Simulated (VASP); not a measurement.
A run of VASP 6.6.1:

The input INCAR:

```
PREC     = Accurate       # precision mode
ENCUT    = 520            # plane-wave cutoff, eV
EDIFF    = 1E-6           # SCF threshold, eV
ISMEAR   = 0              # smearing method
SIGMA    = 0.1            # smearing width, eV
LREAL    = F              # projectors in reciprocal space
LASPH    = T              # aspherical terms in the spheres
NELM     = 80             # most SCF steps
ALGO     = Normal         # electronic algorithm
ISIF     = 2              # what is computed and relaxed
LWAVE    = F              # write WAVECAR
LCHARG   = F              # write CHGCAR
GGA      = PE             # functional
NBANDS   = 22             # bands
```

File KPOINTS:

```
Automatic mesh
0
Gamma
  6 6 6
```

File POSCAR:

```
B
1.0
   -2.2453066800      2.2453066800      2.2453066800
    2.2453066800     -2.2453066800      2.2453066800
    2.2453066800      2.2453066800     -2.2453066800
B
8
Direct
    0.2500000000      0.2500000000      0.2500000000
    0.5000000000      0.0000000000      0.2500000000
    0.0000000000      0.2500000000      0.5000000000
    0.2500000000      0.5000000000      0.0000000000
    0.7500000000      0.7500000000      0.7500000000
    0.5000000000      0.0000000000      0.7500000000
    0.0000000000      0.7500000000      0.5000000000
    0.7500000000      0.5000000000      0.0000000000
```

Potentials or basis: VASP PAW PBE potentials, release 64 (B).

Run with:

```sh
$ cat potpaw_PBE.64/B/POTCAR > POTCAR
$ mpirun -np 1 vasp_std > vasp.out
```

Hardware: 1 thread of Intel(R) Xeon(R) 6975P-C (Granite Rapids), with other jobs on the host.

Task: How long does it take, and how much memory?

Result: Run time: 7.3 s on 1 thread of Intel(R) Xeon(R) 6975P-C (Granite Rapids) (shared host), peak memory 0.15 GiB. Counts: scf iterations 11, k points 16.
